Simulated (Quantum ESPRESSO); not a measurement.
The system is SiGe.

```
Ge Si
1.0
     3.90445    0.00000    0.00000
    -1.95223    3.38135    0.00000
     0.00000    0.00000    6.45078
Ge Si
2 2
Direct
  0.33333 0.66667 0.00039
  0.66667 0.33333 0.50039
  0.33333 0.66667 0.37461
  0.66667 0.33333 0.87461
```

The cell comes from a database or a generator and needn't be the stable form of this composition.

Base run:

```yaml
Program: Quantum ESPRESSO 7.5
Functional: PBEsol
Potentials_or_basis: GBRV 1.5 PBEsol
Cutoff: 612 eV
Density_cutoff: 4898 eV
k_mesh: 8 × 8 × 4
Occupations: fermi-dirac, width 0.05 eV
Spin: no spin polarisation
```

Its results: band gap on the k mesh 0.36 eV, indirect (least direct gap 0.40 eV); pressure -0.4 GPa.

Task: The run is repeated on the same cell with these changes: functional from PBEsol to LDA; potentials or basis from GBRV 1.5 PBEsol to GBRV 1.5 LDA. What comes out?

Result: Band gap on the k mesh 0.35 eV, direct; pressure -2.2 GPa.
